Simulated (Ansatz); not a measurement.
Crystal: BP.

```
P B
1.0
     0.00000    2.26900    2.26900
     2.26900    0.00000    2.26900
     2.26900    2.26900    0.00000
P B
1 1
Cartesian
  3.4035 3.4035 3.4035
  0.0000 0.0000 0.0000
```

Base run:

- Program: Ansatz 0.2.0
- Functional: HSE06
- Potentials or basis: all-electron PAW datasets made for the crystal
- Cutoff: 310 eV (chosen from the basis error)
- k mesh: 8 × 8 × 8
- Occupations: fermi-dirac, width 0.05 eV
- Spin: no spin polarisation

Its results: band gap on the k mesh 2.00 eV, indirect (least direct gap 4.34 eV); pressure -1.7 GPa.

The run is repeated on the same cell with these changes: functional from HSE06 to PBE; cutoff from 310 eV (chosen from the basis error) to 280 eV (chosen from the basis error). What comes out?

Band gap on the k mesh 1.28 eV, indirect (least direct gap 3.41 eV); pressure 1.1 GPa.

HSE06 gives the wider gap, since exact exchange removes part of the self-interaction.

A k mesh can miss the band edges.
